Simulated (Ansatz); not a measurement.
The system is Si.

```
Si
1.0
     0.00000    2.72185    2.72185
     2.72185    0.00000    2.72185
     2.72185    2.72185    0.00000
Si
2
Direct
  0.50000 0.50000 0.50000
  0.75000 0.75000 0.75000
```

Base run:

| Item | Value |
| --- | --- |
| Program | Ansatz 0.2.0 |
| Functional | LDA |
| Potentials or basis | Ansatz PAW |
| Cutoff | 420 eV (not typed: the program's choice for these potentials) |
| k mesh | 8 × 8 × 8 |
| Occupations | fermi-dirac, width 0.05 eV |
| Spin | no spin polarisation |

Its results: band gap on the k mesh 0.53 eV, indirect (least direct gap 2.52 eV); pressure -2.1 GPa.

Q: The run is repeated on the same cell with these changes: functional from LDA to PBEsol. What comes out?

A: Band gap on the k mesh 0.52 eV, indirect (least direct gap 2.52 eV); pressure -0.5 GPa.

PBEsol binds less tightly than LDA, so the same cell stands under more pressure.

Caveats: the PAW data sets come from PBE, with cores solved anew for the run's functional, which leaves a small shift of forces and pressure.

A k mesh can miss the band edges.
